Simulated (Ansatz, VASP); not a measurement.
## SnSe in VASP and in Ansatz

```
Sn Se
1.0
     0.00000    3.01000    3.01000
     3.01000    0.00000    3.01000
     3.01000    3.01000    0.00000
Sn Se
1 1
Direct
  0.00000 0.00000 0.00000
  0.50000 0.50000 0.50000
```

Measurements of this composition are mostly on another form, of space group No. 62.

Alike in both runs: task single point; functional PBE; k mesh 8 × 8 × 8; occupations gaussian, width 0.024 eV; no spin polarisation.

```csv
,VASP,Ansatz
version,VASP 6.6.1,Ansatz 0.2.0
potentials or method,"VASP PAW PBE potentials, release 64 (Sn_d, Se), cutoff 520 eV","all-electron LAPW, scalar-relativistic"
```

```tsv
	VASP	Ansatz	Ansatz less VASP
gap on the k mesh at the Fermi level (eV)	0.58	0.58	0.000
least direct gap on the mesh (eV)	0.58	0.58	0.000
pressure (GPa)	0.9	0.9	+0.01
```

Ansatz ran all-electron here, so the differences hold the error of VASP's frozen core and of both bases.

Caveats: spin-orbit coupling is left out, which moves the levels of the heavy elements. A k mesh can miss the band edges.
